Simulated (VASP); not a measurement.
# Ag (Fm-3m) in VASP: settings compared, part 2 of 3

VASP 6.6.1. Earlier steps stand in the parts before.

## Step 3: Relaxation of cell and atoms, PBE+D3(BJ)

This run uses another cell than the first one, of 16.87 Å³/atom, 0.989 times its volume.

INCAR

```
SYSTEM = Ag
ALGO     = Normal         ! electronic algorithm
EDIFF    = 1E-7           ! SCF threshold, eV
EDIFFG   = -0.005         ! ionic threshold
ENCUT    = 600            ! plane-wave cutoff, eV
GGA      = PE             ! functional
IBRION   = 2              ! ionic algorithm
ISIF     = 3              ! what is computed and relaxed
ISMEAR   = 1              ! smearing method
IVDW     = 12             ! dispersion correction
LASPH    = .True.         ! aspherical terms in the spheres
LCHARG   = .False.        ! write CHGCAR
LREAL    = .False.        ! projectors in reciprocal space
LWAVE    = .False.        ! write WAVECAR
NELM     = 80             ! most SCF steps
NSW      = 90             ! ionic steps
PREC     = Accurate       ! precision mode
SIGMA    = 0.1            ! smearing width, eV
```

KPOINTS

```
k-points
0
Gamma
  16 16 16
  0 0 0
```

POSCAR

```
Ag                                      
1.0
   -0.0000000000      2.0354251235      2.0354251235
    2.0354251235      0.0000000000      2.0354251235
    2.0354251235      2.0354251235     -0.0000000000
  Ag            
     1
Direct
     0.0000000000000000    0.0000000000000000    0.0000000000000000
```

Potentials or basis: VASP PAW PBE potentials, release 64 (Ag).

Run with:

```
$ cat potpaw_PBE.64/Ag/POTCAR > POTCAR
$ mpirun -np 1 vasp_std > vasp.out
```

OUTCAR:

```text
SYSTEM = Ag
   EDIFF = 1E-7
   EDIFFG = -0.005
   ENCUT = 600
   GGA = PE
   IBRION = 2
   ISIF = 3
   ISMEAR = 1
   IVDW = 12
   LASPH = .True.
   LREAL = .False.
   NELM = 80
   NSW = 90
   PREC = Accurate
 IVDW          = 12

 ion  position               nearest neighbor table
   1  0.000  0.000  0.000-

  LATTYP: Found a face centered cubic cell.
 ALAT       =     4.0708502470

  Lattice vectors:

 A1 = (   0.0000000000,   2.0354251235,   2.0354251235)
 A2 = (   2.0354251235,   0.0000000000,   2.0354251235)
 A3 = (   2.0354251235,   2.0354251235,   0.0000000000)

Analysis of symmetry for initial positions (statically):
=====================================================================
 Subroutine PRICEL returns:
 Original cell was already a primitive cell.

 Routine SETGRP: Setting up the symmetry group for a
 face centered cubic supercell.

 Subroutine GETGRP returns: Found 48 space group operations
 (whereof 48 operations were pure point group operations)
 out of a pool of 48 trial point group operations.

The static configuration has the point symmetry O_h .

Analysis of symmetry for dynamics (positions and initial velocities):
=====================================================================
 Subroutine PRICEL returns:
 Original cell was already a primitive cell.

 Routine SETGRP: Setting up the symmetry group for a
 face centered cubic supercell.

 Subroutine GETGRP returns: Found 48 space group operations
 (whereof 48 operations were pure point group operations)
 out of a pool of 48 trial point group operations.

The dynamic configuration has the point symmetry O_h .

 Subroutine INISYM returns: Found 48 space group operations
 (whereof 48 operations are pure point group operations),
 and found     1 'primitive' translations

----------------------------------------------------------------------------------------

                                     Primitive cell

  volume of cell :      16.8654
[... 112 lines left out ...]
   GGA     = PE    functional components
   LHFCALC =     F    Hartree Fock is set to
   AEXX    =    0.0000 exact exchange contribution
   IVDW    =    12    specifies the selected vdW correction
   LEPSILON=     F    determine dielectric tensor
   LRPA    =     F    only Hartree local field effects (RPA)
 conjugate gradient relaxation of ions
 non-spin polarized calculation
 Methfessel and Paxton  Order N= 1 SIGMA  =   0.10
  energy-cutoff  :      600.00
  volume of cell :       16.87
 maximum number of plane-waves:       588
   NGX = 11   NGY = 11   NGZ = 11

 number of electron      11.0000000 magnetization

 Free energy of the ion-electron system (eV)
  ---------------------------------------------------
  ext. energy  EPLUGINS =         0.00000000
  ---------------------------------------------------
  free energy    TOTEN  =        -2.70192794 eV

  energy without entropy =       -2.70134208  energy(sigma->0) =       -2.70173266

 E-fermi :   8.5384     XC(G=0): -12.2753

 val. band max:        8.5219212332   @ k =   0.5000   0.3125   0.1250
 cond. band min:       8.5470040747   @ k =   0.5000   0.1875   0.0625
 fundamental gap:      0.0250828414
 Fermi energy:         8.5383689339

 k-point     1 :       0.0000    0.0000    0.0000
  band No.  band energies     occupation
      1       0.7340      2.00000
      2       3.7363      2.00000
      3       3.7363      2.00000
      4       3.7363      2.00000
      5       4.7907      2.00000
      6       4.7907      2.00000
      7      24.6302      0.00000
      8      28.2737      0.00000
      9      28.2737      0.00000
[... 265 lines left out ...]
 k-point    24 :      -0.0625    0.0625    0.0000
  band No.  band energies     occupation
      1       1.0578      2.00000
      2       3.6480      2.00000
      3       3.8179      2.00000
      4       3.8469      2.00000
      5       4.7093      2.00000
      6       4.8114      2.00000
      7      24.6415      0.00000
      8      26.2826      0.00000
      9      27.6821      0.00000

 [... further k-points ...]

------------------------ aborting loop because EDIFF is reached ----------------------------------------

 Edisp (eV)   -0.59559

 E8    (eV) :    -0.2603

  FORCE on cell =-STRESS in cart. coord.  units (eV):
  Direction    XX          YY          ZZ          XY          YZ          ZX
  --------------------------------------------------------------------------------------
  -------------------------------------------------------------------------------------
  Total      -0.00155    -0.00155    -0.00155    -0.00000     0.00000    -0.00000
  in kB      -0.14691    -0.14691    -0.14691    -0.00000     0.00000    -0.00000
  external pressure =       -0.15 kB  Pullay stress =        0.00 kB

 VOLUME and BASIS-vectors are now :
 -----------------------------------------------------------------------------
  energy-cutoff  :      600.00
  volume of cell :       16.87
      direct lattice vectors                 reciprocal lattice vectors
     0.000000000  2.035425124  2.035425124    -0.245648928  0.245648928  0.245648928
     2.035425124  0.000000000  2.035425124     0.245648928 -0.245648928  0.245648928
     2.035425124  2.035425124  0.000000000     0.245648928  0.245648928 -0.245648928

 POSITION                                       TOTAL-FORCE (eV/Angst)
 -----------------------------------------------------------------------------------
      0.00000      0.00000      0.00000         0.000000      0.000000      0.000000
 -----------------------------------------------------------------------------------
    total drift:                                0.000000      0.000000     -0.000000

  FREE ENERGIE OF THE ION-ELECTRON SYSTEM (eV)
  ---------------------------------------------------
  free  energy   TOTEN  =        -3.2975155495 eV

  energy  without entropy=       -3.2969296888  energy(sigma->0) =       -3.29732026

 reached required accuracy - stopping structural energy minimisation
```

OSZICAR:

```text
N       E                     dE             d eps       ncg     rms          rms(c)
DAV:   1     0.494731087350E+02    0.49473E+02   -0.63142E+03  2626   0.125E+03
DAV:   2    -0.253990427456E+01   -0.52013E+02   -0.50009E+02  2661   0.222E+02
DAV:   3    -0.295981392493E+01   -0.41991E+00   -0.41977E+00  3145   0.243E+01
DAV:   4    -0.296070791786E+01   -0.89399E-03   -0.89398E-03  2912   0.103E+00
DAV:   5    -0.296071435255E+01   -0.64347E-05   -0.64341E-05  2963   0.792E-02    0.539E+00
DAV:   6    -0.271383107057E+01    0.24688E+00   -0.11440E+00  2649   0.117E+01    0.347E+00
DAV:   7    -0.270495447812E+01    0.88766E-02   -0.12264E-02  2816   0.123E+00    0.193E+00
DAV:   8    -0.270191413399E+01    0.30403E-02   -0.70386E-04  2712   0.268E-01    0.777E-02
DAV:   9    -0.270192200652E+01   -0.78725E-05   -0.77995E-06  3086   0.276E-02    0.145E-02
DAV:  10    -0.270192839375E+01   -0.63872E-05   -0.39609E-06  2873   0.255E-02    0.536E-03
DAV:  11    -0.270192799519E+01    0.39856E-06   -0.98576E-08  2124   0.343E-03    0.404E-04
DAV:  12    -0.270192794479E+01    0.50397E-07   -0.56910E-09  1357   0.877E-04
   1 F= -.32975155E+01 E0= -.32973203E+01  d E =-.329752E+01
```

CONTCAR:

```text
Ag
   1.00000000000000
     0.0000000000000000    2.0354251235000000    2.0354251235000000
     2.0354251235000000    0.0000000000000000    2.0354251235000000
     2.0354251235000000    2.0354251235000000    0.0000000000000000
  Ag
     1
Direct
     0.0000000000000000    0.0000000000000000    0.0000000000000000

  0.00000000E+00  0.00000000E+00  0.00000000E+00
```

Wall time 12 s (1 thread of Intel Xeon Platinum 8375C at 2.90GHz (Ice Lake), shared host); peak memory 0.17 GiB.

Results:

| Property | Result |
| --- | --- |
| Free energy | -3.2975 eV |
| Pressure after relaxing | 0.0 GPa |
| Band gap on the k mesh | none (metal or under the smearing width) |
| Dispersion energy per atom | -0.596 eV |

Final structure:
```
Ag
1.0
     0.00000    2.03543    2.03543
     2.03543    0.00000    2.03543
     2.03543    2.03543    0.00000
Ag
1
Direct
  0.00000 0.00000 0.00000
```

Caveat: the relaxation stopped at its first step, so nothing moved; pairwise dispersion overbinds metals, which lowers pressure and volume.

## Step 4: Relaxation of cell and atoms, LDA

INCAR

```
ALGO     = Normal         # electronic algorithm
EDIFF    = 1E-6           # SCF threshold, eV
EDIFFG   = -0.01          # ionic threshold
ENCUT    = 600            # plane-wave cutoff, eV
GGA      = CA             # functional
IBRION   = 2              # ionic algorithm
ISIF     = 3              # what is computed and relaxed
ISMEAR   = 1              # smearing method
LASPH    = T              # aspherical terms in the spheres
LCHARG   = F              # write CHGCAR
LREAL    = F              # projectors in reciprocal space
LWAVE    = F              # write WAVECAR
NELM     = 80             # most SCF steps
NSW      = 90             # ionic steps
PREC     = Accurate       # precision mode
SIGMA    = 0.1            # smearing width, eV
```

KPOINTS

```
k-points
0
Gamma
  16 16 16
```

POSCAR

```
Ag
1.0
    0.0000000000      2.0427500000      2.0427500000
    2.0427500000      0.0000000000      2.0427500000
    2.0427500000      2.0427500000      0.0000000000
Ag
1
Direct
    0.0000000000      0.0000000000      0.0000000000
```

Potentials or basis: VASP PAW LDA potentials, release 64 (Ag).

Run with:

```
$ cat potpaw_LDA.64/Ag/POTCAR > POTCAR
$ mpirun -np 1 vasp_std > vasp.out
```

Wall time 13 s (1 thread of Intel Xeon 6975P-C (Granite Rapids), shared host); peak memory 0.16 GiB.

It converged, with:

```
Free energy                            : -3.7832 eV
Relaxed volume                         : 16.04 Å³/atom
Relaxed cell                           : a = 2.831 Å, b = 2.831 Å, c = 2.831 Å, α = 60.00°, β = 60.00°, γ = 60.00°
Space group after relaxing (to 0.05 Å) : Fm-3m (No. 225)
Energy gained by relaxing              : 24.3 meV/atom
Ionic steps                            : 3
Pressure after relaxing                : -0.1 GPa
Band gap on the k mesh                 : none (metal or under the smearing width)
```

Step by step:
```tsv
step	energy change (eV)	largest force (eV/Å)	pressure (GPa)	volume (Å³)
1	0.0000	0.0000	-7.17	17.05
2	-0.0051	0.0000	8.17	15.24
3	-0.0243	0.0000	-0.06	16.04
```

Final structure:
```
Ag
1.0
     0.00000    2.00163    2.00163
     2.00163    0.00000    2.00163
     2.00163    2.00163    0.00000
Ag
1
Direct
  0.00000 0.00000 0.00000
```

Levels at points of the mesh, in eV from the Fermi level:
```csv
k point,band 2,band 3,band 4,band 5,band 6,band 7,band 8,band 9
"(0.00, 0.00, 0.00)",-4.96,-4.96,-4.96,-3.79,-3.79,16.18,20.05,20.05
"(0.50, 0.00, 0.00)",-4.99,-4.99,-2.89,-2.89,-0.56,3.97,15.44,18.40
"(0.50, 0.50, 0.00)",-6.64,-2.92,-2.66,-2.66,1.53,7.25,10.91,10.91
```

LDA usually gives volumes a few per cent too small. Zero-point motion and thermal expansion aren't in these numbers.

## Step 5: Relaxation of cell and atoms, LDA

This run uses another cell than the first one, of 16.04 Å³/atom, 0.941 times its volume.

INCAR, as its differences from that of step 4:

```diff
@@ -1,4 +1,4 @@
 ALGO     = Normal         # electronic algorithm
-EDIFF    = 1E-6           # SCF threshold, eV
-EDIFFG   = -0.01          # ionic threshold
+EDIFF    = 1E-7           # SCF threshold, eV
+EDIFFG   = -0.005         # ionic threshold
 ENCUT    = 600            # plane-wave cutoff, eV
```

KPOINTS is that of step 4.

POSCAR

```
Ag                                      
1.0
    0.0000000000      2.0016342092      2.0016342092
    2.0016342092      0.0000000000      2.0016342092
    2.0016342092      2.0016342092      0.0000000000
  Ag            
     1
Direct
     0.0000000000000000    0.0000000000000000    0.0000000000000000
```

Run with:

```
$ cat potpaw_LDA.64/Ag/POTCAR > POTCAR
$ mpirun -np 1 vasp_std > vasp.out
```

Run time: 11 s. Hardware: 1 thread of Intel Xeon 6975P-C (Granite Rapids), shared host; peak memory 0.15 GiB.

Results (log left out):

```yaml
Free_energy: -3.7827 eV
Relaxed_volume: 16.03 Å³/atom
Relaxed_cell: a = 2.830 Å, b = 2.830 Å, c = 2.830 Å, α = 60.00°, β = 60.00°, γ = 60.00°
Space_group_after_relaxing_to_0.05_Å: Fm-3m (No. 225)
Energy_gained_by_relaxing: 0.0 meV/atom
Ionic_steps: 3
Pressure_after_relaxing: 0.0 GPa
Band_gap_on_the_k_mesh: none (metal or under the smearing width)
```

Final structure:
```
CELL_PARAMETERS angstrom
0.00000 2.00118 2.00118
2.00118 0.00000 2.00118
2.00118 2.00118 0.00000
ATOMIC_POSITIONS crystal
Ag 0.00000 0.00000 0.00000
```

Levels at points of the mesh, in eV from the Fermi level:
```tsv
k point	band 2	band 3	band 4	band 5	band 6	band 7	band 8	band 9
(0.00, 0.00, 0.00)	-4.97	-4.97	-4.97	-3.79	-3.79	16.18	20.05	20.05
(0.50, 0.00, 0.00)	-4.99	-4.99	-2.89	-2.89	-0.56	3.97	15.44	18.41
(0.50, 0.50, 0.00)	-6.64	-2.93	-2.66	-2.66	1.53	7.26	10.91	10.91
```

[end of part 2 of 3]
